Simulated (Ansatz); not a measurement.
**NbP in Ansatz: the effect of Hubbard term**

Crystal: NbP.

```
CELL_PARAMETERS angstrom
-1.67492 1.67492 5.74011
1.67492 -1.67492 5.74011
1.67492 1.67492 -5.74011
ATOMIC_POSITIONS crystal
Nb 0.24988 0.74988 0.50000
Nb 0.49988 0.49988 0.00000
P 0.83275 0.33275 0.50000
P 0.08275 0.08275 0.00000
```

The cell is a database's computed one.

Alike in all runs:

```yaml
Program: Ansatz 0.2.0
Task: density of states
Functional: PBEsol
Potentials_or_basis: all-electron LAPW, scalar-relativistic
Cutoff: 207 eV (chosen from the basis error)
Basis_error_allowed: 0.002 eV/atom
k_mesh: 11 × 11 × 11
Occupations: fermi-dirac, width 0.05 eV
Spin: no spin polarisation
```

```tsv
Hubbard term	pressure (GPa)
none	-6.4
Nb d U = 2 eV	?
Nb d U = 4 eV	-4.7
Nb d U = 6 eV	-2.9
```

**Question.** What does the run with Hubbard term Nb d U = 2 eV give?

**Answer.** Pressure -5.6 GPa.

Worked out: A straight line through the other rows of the pressure, of slope 0.561 GPa per eV, gives -5.4 GPa, against the run's -5.6.

Caveats: U is the effective U less J, on atomic orbitals that reach past the spheres (some runs); the U is typed as a test and isn't derived for this compound (some runs); U without spin polarisation on a metal has little footing (some runs); an odd mesh through Γ misses points on the zone boundary, where band edges often lie (some runs).

Runs at the PBE level aren't shown here.
